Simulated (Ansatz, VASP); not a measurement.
Two plane-wave programs on Au

```
Au
1.0
    -1.65727    1.65727    1.65727
     1.65727   -1.65727    1.65727
     1.65727    1.65727   -1.65727
Au
1
Direct
  0.00000 0.00000 0.00000
```

This isn't the form of Au at room conditions, which is fcc.

Alike in both runs: task single point; functional LDA; k mesh 22 × 22 × 22; occupations gaussian, width 0.15 eV; no spin polarisation.

|  | VASP | Ansatz |
| --- | --- | --- |
| version | VASP 6.6.1 | Ansatz 0.2.0 |
| potentials or method | VASP PAW LDA potentials, release 64 (Au) | scalar-relativistic, plane waves, PAW |
| plane-wave cutoff (eV) | 520 | 420 |
| valence electrons in the cell | 11 | 19 |

```csv
,VASP,Ansatz,Ansatz less VASP
gap on the k mesh at the Fermi level (eV),none,none,-
pressure (GPa),-13.2,-13.6,-0.38
```

A gap of «none» marks a metal or a gap that the smearing closes. The two sets of potentials don't hold the same shells in valence.

Spin-orbit coupling is left out, which matters for the levels of Au.
